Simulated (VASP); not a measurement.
Write the native input for VASP 6.6.1 that does the following.

```
Task                   : relaxation of cell and atoms
Functional             : r2SCAN
Dispersion             : rVV10
Potentials or basis    : VASP PAW PBE potentials, release 64 (Ni, O)
Cutoff                 : 600 eV
k mesh                 : 11 × 11 × 11
Occupations            : gaussian, width 0.05 eV
Spin                   : collinear spin, ferromagnetic start
Starting moments       : [1.0, 0.0] μB
Further INCAR settings : ALGO = Normal; EDIFF = 1e-06; IBRION = 2; EDIFFG = -0.02; NSW = 60; ISIF = 3
```

The structure of NiO lies in POSCAR:

```
NiO
1.0
    0.0000000000      2.0621708800      2.0621708800
    2.0621708800      0.0000000000      2.0621708800
    2.0621708800      2.0621708800      0.0000000000
Ni O
1 1
Direct
    0.0000000000      0.0000000000      0.0000000000
    0.7500000000      0.7500000000      0.7500000000
```

The cell was built by a generator and needn't be a form met in nature.

One way to write it, as run:

INCAR

```
SYSTEM = NiO
PREC = Accurate
ENCUT = 600
EDIFF = 1E-6
ISMEAR = 0
SIGMA = 0.05
LREAL = .FALSE.
LASPH = .TRUE.
NELM = 150
ALGO = Normal
ISIF = 3
LWAVE = .FALSE.
LCHARG = .FALSE.
ISPIN = 2
MAGMOM = 1 0
LORBIT = 11
LMAXMIX = 4
METAGGA = R2SCAN
LMIXTAU = .TRUE.
LUSE_VDW = .TRUE.
IVDW_NL = 2
BPARAM = 11.95
CPARAM = 0.0093
IBRION = 2
NSW = 60
EDIFFG = -0.02
```

KPOINTS

```
regular mesh
0
G
  11 11 11
  0 0 0
```

Potentials or basis: VASP PAW PBE potentials, release 64 (Ni, O).

Run with:

```console
$ cat potpaw_PBE.64/Ni/POTCAR potpaw_PBE.64/O/POTCAR > POTCAR
$ mpirun -np 1 vasp_std > vasp.out
```

It gave:

| Item | Value |
| --- | --- |
| Relaxed volume | 10.82 Å³/atom |
| Relaxed cell | a = 3.128 Å, b = 3.128 Å, c = 3.128 Å, α = 60.00°, β = 60.00°, γ = 60.00° |
| Space group after relaxing (to 0.05 Å) | F-43m (No. 216) |
| Energy gained by relaxing | 323.6 meV/atom |
| Ionic steps | 14 |
| Pressure after relaxing | 0.3 GPa |
| Band gap on the k mesh | none (metal or under the smearing width) |
| Net moment | -2.00 μB per cell |
| Site moments | Ni -1.60; O -0.37 μB |
| Valence electrons inside the program's atomic spheres | Ni 9.16; O 5.03 |

Caveat: the volume moved by over 15 % at a fixed basis, so the end points are rough; the PAW data sets were made with another functional, which shifts forces and pressure a little; a cell with one magnetic atom can't hold antiferromagnetic order, which such compounds often take; semilocal functionals often make such compounds metallic where correlation or magnetic order opens a gap, which also shifts bond lengths.

Run time: 7.8 min on 1 thread of Intel(R) Xeon(R) Platinum 8488C (Sapphire Rapids) (shared host), peak memory 0.25 GiB.
